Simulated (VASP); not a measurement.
# K: relaxation of the atoms with PBE

K, a slab with vacuum:

```
CELL_PARAMETERS angstrom
4.76240 0.00000 0.00000
-2.38120 4.12436 0.00000
0.00000 0.00000 30.65994
ATOMIC_POSITIONS crystal
K 0.66667 0.33333 0.24462
K 0.33333 0.66667 0.37231
K 0.66667 0.33333 0.50000
K 0.33333 0.66667 0.62769
K 0.66667 0.33333 0.75538
```

The slab is cut from a database's or a generator's crystal, which needn't be the stable form of the element.

- Program: VASP 6.6.1
- Task: relaxation of the atoms
- Functional: PBE
- Potentials or basis: VASP PAW PBE potentials, release 54 (K_pv)
- Cutoff: 600 eV
- k mesh: 5 × 5 × 1
- Occupations: fermi-dirac, width 0.05 eV
- Spin: no spin polarisation
- Dipole correction: yes
- Atoms held fixed (from 0): [0, 1]
- Further INCAR settings: ALGO = Normal; EDIFF = 1e-06; IBRION = 2; EDIFFG = -0.01; NSW = 60

The energy gained by relaxing is 1.3 meV/atom. The ionic steps are 13 and the band gap on the k mesh is none (metal or under the smearing width).

Step by step:
```
step  energy change (eV)  largest force (eV/Å)  pressure (GPa)
   1              0.0000                0.0485           -0.10
   2             -0.0002                0.0485           -0.10
   3             -0.0006                0.0484           -0.10
   4             -0.0014                0.0484           -0.10
   5             -0.0027                0.0482           -0.10
   6             -0.0035                0.0478           -0.09
   7             -0.0035                0.0480           -0.09
   8             -0.0037                0.0480           -0.09
   9             -0.0042                0.0484           -0.09
  10             -0.0046                0.0491           -0.08
  11             -0.0049                0.0489           -0.08
  12             -0.0057                0.0481           -0.08
  13             -0.0063                0.0486           -0.07
```

Final structure:
```
CELL_PARAMETERS angstrom
4.76240 0.00000 0.00000
-2.38120 4.12436 0.00000
0.00000 0.00000 30.65994
ATOMIC_POSITIONS crystal
K 0.66667 0.33333 0.24462
K 0.33333 0.66667 0.37231
K 0.66667 0.33333 0.49721
K 0.33333 0.66667 0.62274
K 0.66667 0.33333 0.74391
```

Levels at points of the mesh, in eV from the Fermi level:
| k point | band 16 | band 17 | band 18 | band 19 | band 20 | band 21 |
| --- | --- | --- | --- | --- | --- | --- |
| (0.00, 0.00, 0.00) | -2.11 | -1.85 | -1.44 | -0.90 | -0.26 | 0.55 |

Run time: 9.3 min on 1 thread of Intel(R) Xeon(R) 6975P-C (Granite Rapids), on a shared host, peak memory 0.83 GiB.
